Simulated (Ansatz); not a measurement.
# Ni (Fm-3m) in Ansatz: equation of state

Aim: energy against volume of Ni in PBEsol, for its equilibrium volume and stiffness.

Program: Ansatz 0.2.0. These are calculated values, not measurements. Logs are shortened: lines on timing, memory, paths and dates and some standing lists are left out, and cuts for length are marked.

## Step 1: The crystal as given

The structure is cubic, space group Fm-3m (No. 225). Conventional cell: a = 3.475 Å, b = 3.475 Å, c = 3.475 Å, α = 90.00°, β = 90.00°, γ = 90.00°. Ni (site symmetry m-3m) has 12 Ni at 2.46 Å as nearest neighbours.

## Step 2: Equation of state, PBEsol, collinear spin, ferromagnetic start

Potentials or basis: all-electron LAPW, scalar-relativistic.

This step only gathers the single runs of the series.

What came out:

- Equilibrium volume: 10.38 Å³/atom
- Bulk modulus: 232 GPa
- Pressure derivative of the bulk modulus: 4.9

Energy against volume, from the lowest point:
```
volume (Å³/atom)  energy (meV/atom)
           9.862              19.99
          10.072               6.34
          10.282               0.00
          10.492               0.15
          10.702               6.07
          10.912              17.11
          11.122              32.70
```
